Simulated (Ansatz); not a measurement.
SnO2:

```xyz
3
Lattice="0.0000 2.5741 2.5741 2.5741 0.0000 2.5741 2.5741 2.5741 0.0000" Properties=species:S:1:pos:R:3 pbc="T T T"
Sn    0.0000    0.0000    0.0000
O     3.8612    3.8612    3.8612
O     1.2871    1.2871    1.2871
```

Measurements of this composition are mostly on another form, of space group No. 136.

- Program: Ansatz 0.2.0
- Task: relaxation of cell and atoms
- Functional: RPBE
- Dispersion: D4
- Potentials or basis: Ansatz PAW
- Cutoff: 420 eV (not typed: the program's choice for these potentials)
- k mesh: 9 × 9 × 9
- Occupations: fermi-dirac, width 0.05 eV
- Spin: no spin polarisation

At the start: volume 11.37 Å³/atom.

**Question.** Where does the relaxation end?

**Answer.** It ends after 5 steps and the volume is 11.13 Å³/atom (-2.1 %); space group Fm-3m (No. 225, to 0.05 Å).

The path:
| step | energy change (eV) | largest force (eV/Å) | volume (Å³) |
| --- | --- | --- | --- |
| 1 | 0.0000 | 0.0000 | 34.11 |
| 2 | -0.0124 | 0.0000 | 33.42 |
| 3 | -0.0089 | 0.0000 | 33.42 |
| 4 | -0.0091 | 0.0000 | 33.39 |
| 5 | -0.0089 | 0.0000 | 33.39 |

Final structure:
```
Sn O
1.0
     0.00000    2.55580    2.55580
     2.55580    0.00000    2.55580
     2.55580    2.55580    0.00000
Sn O
1 2
Direct
  0.00000 0.00000 0.00000
  0.75000 0.75000 0.75000
  0.25000 0.25000 0.25000
```

Caveat: the plane-wave basis is chosen anew once the cell has moved, so the energies of steps on either side of that aren't comparable; the pressure holds a Pulay correction of +0.9 GPa for the finite cutoff; pairwise dispersion overbinds metals, which lowers pressure and volume; the PAW data sets come from PBE, with cores solved anew for the run's functional, which leaves a small shift of forces and pressure.
